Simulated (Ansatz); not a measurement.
# Sr: strong compression

One table from this session's results is given with a row withheld; the runs are named, their logs left out.

Program: Ansatz 0.2.0. Level of theory: DFT PBE, with the methods named in each step. These are calculated values, not measurements.

## The structure to begin with

The structure is cubic, space group Pm-3m (No. 221). Conventional cell: a = 3.903 Å, b = 3.903 Å, c = 3.903 Å, α = 90.00°, β = 90.00°, γ = 90.00°. Sr (site symmetry m-3m) has 6 Sr at 3.90 Å in its first shell of neighbours.

Structure file:

```cif
data_structure
_symmetry_space_group_name_H-M 'Pm-3m'
_symmetry_Int_Tables_number 221
_cell_length_a 3.9027
_cell_length_b 3.9027
_cell_length_c 3.9027
_cell_angle_alpha 90.000
_cell_angle_beta 90.000
_cell_angle_gamma 90.000
_cell_volume 59.44
loop_
_atom_site_label
_atom_site_type_symbol
_atom_site_symmetry_multiplicity
_atom_site_Wyckoff_symbol
_atom_site_fract_x
_atom_site_fract_y
_atom_site_fract_z
_atom_site_occupancy
Sr1 Sr 1 a 0.00000 0.00000 0.00000 1
```

The file gives the conventional cell by its symmetry; the runs use the cell typed in the input.

Whether this phase is the stable one at these pressures isn't tested.

Set-up of the first run:

File input.yaml:

```yaml
crystal:
  lattice:
    - [3.902719996, 0.0, 0.0]
    - [0.0, 3.902719996, 0.0]
    - [0.0, 0.0, 3.902719996]
  atoms:
    - { symbol: Sr, position: [0.0, 0.0, 0.0] }
kpoints:
  mp_grid: { grid: [10, 10, 10] }
scf:
  occupations: { method: fermi_dirac, width: 0.05 }
hamiltonian:
  xc: pbe
  pseudopotentials: { kind: paw }
output:
  forces: true
  stress: true
relax:
  f_tol: 0.005
  max_steps: 40
  cell: {}
```

On the command line:

```console
> ansatz run input.yaml --threads 1 --pin off --max-ram 2048MiB --backend cpu --events-out ev --progress --plain --runs-dir out
```

Among the steps run: Cell relaxed at zero pressure, PAW; Volume scaled by 1, PAW; Volume scaled by 0.88, PAW; Volume scaled by 0.78, PAW; Volume scaled by 0.68, PAW; Volume scaled by 0.68, PAW (source ansatz); Volume scaled by 0.58, PAW; Volume scaled by 0.5, PAW; Volume scaled by 0.43, PAW; Volume scaled by 0.43, PAW (cutoff 800 eV).

One of the session's tables, all rows but one given; the rest of the session is left out.

 The rows PAW, 0.43 and PAW (cutoff 800 eV), 0.43 agree to the last digit and may rest on the same set-up.

```
             method  volume over the first  volume (Å³/atom)  pressure (GPa)
                PAW                      1            57.027            0.01
                PAW                   0.88            50.184            1.14
                PAW                   0.78                 ?               ?
                PAW                   0.68            38.779            5.35
                PAW                   0.58            33.076           10.34
                PAW                    0.5            28.514           17.49
                PAW                   0.43            24.522           28.44
PAW (cutoff 800 eV)                   0.43            24.522           28.44
PAW (source ansatz)                   0.68            38.779            5.35
```

**Question.** Estimate the row for PAW, 0.78.

As computed: volume (Å³/atom): 44.481; pressure (GPa): 2.75. In the column «volume (Å³/atom)» it lies between PAW (source ansatz), 0.68 (38.779) and PAW, 0.88 (50.184).
